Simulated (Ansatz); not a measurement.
Ti$_{3}$Si: do energies and stresses tell the same story?

These are results of DFT PBEsol, scalar-relativistic, plane waves, PAW (Ansatz 0.2.0), not measurements.

Settings: cutoff 420 eV, Γ-centred mesh 6×6×8 on the computed 8-atom cell, Gaussian smearing of 0.10 eV; no spin polarisation.

Relaxed cell: P6_3/mmc, a = 5.584 Å, b = 5.584 Å, c = 4.473 Å, α = 90.00°, β = 90.00°, γ = 120.00°, 8 atoms in the primitive cell. Whether it is the stable form of this composition wasn't checked.

Energies at zero smearing and pressures from the stress tensor, at volumes with shape and atoms relaxed:
```csv
V (Å³/atom),E − E(first) (meV/atom),P (GPa)
13.286,0.00,23.05
13.739,-54.99,16.04
14.192,-91.54,9.95
14.645,-112.01,4.63
15.098,-118.39,0.00
15.551,-112.53,-4.03
16.004,-96.02,-7.53
16.608,-59.95,-11.44
```

Task: Check P = −dE/dV between neighbouring volumes, and get the bulk modulus from the pressures alone.

Result: With 1 eV/Å³ = 160.2 GPa:
| middle V (Å³/atom) | −ΔE/ΔV (GPa) | mean P (GPa) |
| --- | --- | --- |
| 13.513 | 19.453 | 19.548 |
| 13.966 | 12.927 | 12.996 |
| 14.419 | 7.240 | 7.291 |
| 14.872 | 2.257 | 2.315 |
| 15.325 | -2.073 | -2.016 |
| 15.777 | -5.839 | -5.780 |
| 16.306 | -9.569 | -9.487 |

The two differ by 0.10 GPa at most. The mean of two end pressures misses the average over a step by about ΔV² P″/12, up to 0.08 GPa here; with that taken off 0.02 GPa remains. Around V = 15.098 Å³/atom, the two neighbours give B = −V ΔP/ΔV = 15.098 × 8.66 / 0.906 = 144.4 GPa, against B0 = 143.7 GPa from the Birch–Murnaghan fit of the energies.